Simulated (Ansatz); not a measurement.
# C: the cost of one run

Computed with Ansatz 0.2.0 (DFT PBE, scalar-relativistic, plane waves, PAW, unless a step's input says otherwise).

3 further runs of the same task are left out: 3 set aside as unsound or not needed.

## (1) The system as given

The structure is monoclinic, space group C2/m (No. 12). The conventional cell has a = 4.705 Å, b = 4.309 Å, c = 2.327 Å, α = 90.00°, β = 110.41°, γ = 90.00°. C (site symmetry m) has 6 C at 2.22 to 2.34 Å as nearest neighbours.

As a file:

```cif
data_structure
_symmetry_space_group_name_H-M 'P 1'
_symmetry_Int_Tables_number 1
_cell_length_a 3.1901
_cell_length_b 3.1901
_cell_length_c 2.3271
_cell_angle_alpha 104.904
_cell_angle_beta 104.904
_cell_angle_gamma 84.968
_cell_volume 22.11
loop_
_atom_site_label
_atom_site_type_symbol
_atom_site_fract_x
_atom_site_fract_y
_atom_site_fract_z
_atom_site_occupancy
C1 C 0.25180 0.25180 0.14900 1
C2 C 0.74820 0.74820 0.85100 1
```

This is candidate A: Bi type (C2/m, No. 12).

(A quick probe on a coarse mesh, which set the mesh and smearing, is not shown.)

## (3) A loose first relaxation (candidate A)

Input file input.yaml:

```yaml
crystal:
  lattice:
    - [2.3525626521, -2.154501399, 0.0]
    - [2.3525626521, 2.154501399, 0.0]
    - [-0.8116083067, 0.0, 2.1809514047]
  atoms:
    - { symbol: C, position: [0.2518, 0.2518, 0.149] }
    - { symbol: C, position: [0.7482, 0.7482, 0.851] }
basis:
  ecutwfc: 420
kpoints:
  mp_grid: { grid: [6, 6, 8] }
hamiltonian:
  xc: pbe
scf:
  occupations: { method: gaussian, width: 0.1 }
  lower_state_search: "off"
output:
  forces: true
  stress: true
  eigenvalues: true
relax:
  adjacent_minimum: "off"
  f_tol: 0.04
  max_steps: 70
  cell: { stress_tol: 0.4 }
```

What time and memory should one allow on 1 thread of an x86-64 CPU, shared host?

About 27 s, with a peak of 0.42 GiB.
